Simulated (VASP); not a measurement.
# HfN, self-consistent run: which settings are enough?

HfN, P1 (no. 1), 2 atoms in the cell. PBE; PAW potentials Hf_pv, N (PBE set). VASP 6.6.1. The atoms are moved at random off their ideal places.

Wanted: energy within 1 meV/atom; forces within 0.005 eV/Å; pressure within 0.1 GPa.

POSCAR:
```
HfN
1.0
    0.0000000000      2.2560000000      2.2560000000
    2.2560000000      0.0000000000      2.2560000000
    2.2560000000      2.2560000000      0.0000000000
Hf N
1 1
Direct
   -0.0036090000      0.0047080000      0.0016950000
    0.4950000000      0.5041690000      0.4938940000
```

## One numerical tag moved

| One numerical tag moved | Energy less reference (meV/atom) | Forces, largest deviation (eV/Å) | Pressure (GPa) | SCF iterations | Time (s) |
|---|---|---|---|---|---|
| default | 0.0 | 0.0000 | 4.27 | 14 | 57 |
| NDAV = 8 | 0.0 | 0.0000 | 4.27 | 14 | 59 |
| DEPER = 0.6 | 0.0 | 0.0000 | 4.27 | 14 | 42 |
| EBREAK = 1e-10 | 0.0 | 0.0000 | 4.27 | 14 | 52 |
| NDAV = 2 | 0.0 | 0.0000 | 4.27 | 14 | 51 |
| DEPER = 0.05 | 0.0 | 0.0000 | 4.27 | 14 | 57 |
| LDIAG = F | 0.0 | 0.0000 | 4.27 | 13 | 47 |
| EBREAK = 0.0001 | 0.0 | 0.0000 | 4.27 | 15 | 47 |
| LCORR = F | 0.0 | 0.0000 | 4.27 | 14 | 57 |

Chosen: default; no other choice that stays within half of the tolerance saves 30 % of the time.

## The input

INCAR:
```
ALGO     = Normal         # electronic algorithm
EDIFF    = 1E-7           # SCF threshold, eV
ENCUT    = 520            # plane-wave cutoff, eV
ISIF     = 2              # what is computed and relaxed
ISMEAR   = 0              # smearing method
LASPH    = True           # aspherical terms in the spheres
LCHARG   = False          # write CHGCAR
LREAL    = False          # projectors in reciprocal space
LWAVE    = False          # write WAVECAR
NELM     = 100            # most SCF steps
PREC     = Accurate       # precision mode
SIGMA    = 0.02           # smearing width, eV
```

KPOINTS:
```
k-points
0
Gamma
  9 9 9
```

Commands:
```
cat potpaw_PBE.64/Hf_pv/POTCAR potpaw_PBE.64/N/POTCAR > POTCAR
mpirun -np 1 vasp_std > vasp.out
```

The chosen input took VASP 6.6.1 57 s on 1 core (Intel Xeon Platinum 8488C (Sapphire Rapids)), a shared host.

## An input that fails: LMAXPAW = -1 without LASPH

It runs to its end, but against the unchanged starting input it is off by 7.2 meV/atom in the energy, 0.0024 eV/Å in the forces, 0.79 GPa in the pressure.

Changes against the starting input:
```
- LASPH = True
+ LASPH = False
+ LMAXPAW = -1
```
